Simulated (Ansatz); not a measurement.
TiO$_{2}$ (C2/m)

All numbers below come from DFT r2SCAN, scalar-relativistic, plane waves, PAW in Ansatz.

Cutoff 500 eV; k points 8×6×8 on the computed 9-atom cell (Γ-centred); Gaussian smearing, width 0.02 eV; no spin polarisation.

The structure is relaxed at this level of theory with its symmetry kept. This form isn't the usual stable structure of the compound.

```
CELL_PARAMETERS angstrom
2.96325 -0.00007 0.00013
0.00010 4.70190 -0.01965
1.48136 0.21246 7.07891
ATOMIC_POSITIONS crystal
Ti 0.66183 0.51616 0.68432
Ti 0.34549 0.48460 0.31709
Ti 0.00368 0.00038 0.00070
O 0.56687 0.81228 0.87425
O 0.22813 0.70105 0.55174
O 0.90542 0.69615 0.19713
O 0.10185 0.30460 0.80428
O 0.77915 0.29970 0.44967
O 0.44041 0.18847 0.12715
```

- Space group: C2/m (No. 12)
- Volume per atom: 10.96 Å³
- Formation energy from the elements' standard states (uncorrected): -3.283 eV/atom
- Generalised Kohn–Sham band gap: 2.63 eV, indirect from (0.000, 0.047, 0.240) to Γ
- Löwdin character of the top 1 eV of the valence band: O 2p 93 %
- Löwdin character of the lowest 1 eV of the conduction band: Ti 3d 88 %, O 2p 10 %
- Electron masses at the edge by Cartesian direction of the computed cell, whose vectors are (2.963, 0.000, 0.000), (0.000, 4.702, -0.020), (1.481, 0.212, 7.079) Å (m_e; degenerate bands sorted by energy; no spin-orbit coupling): x: 0.85; y: 4.1; z: 1.6
- Hole masses at the edge by Cartesian direction of the computed cell, whose vectors are (2.963, 0.000, 0.000), (0.000, 4.702, -0.020), (1.481, 0.212, 7.079) Å (m_e; degenerate bands sorted by energy; no spin-orbit coupling): x: 2.2; y: 1.1; z: 1.0
- Bader charges (e): Ti (2 in the cell) 2.35, Ti (1 in the cell) 2.39, O (2 in the cell) -1.20, O (2 in the cell) -1.14, O (2 in the cell) -1.20

A ferromagnetic start lost its moments in a first run, so spin was left out; other magnetic orders weren't tried.

Cost: 3 runs of about 29 core-minutes in all, on Arm Neoverse V1 (shared hosts).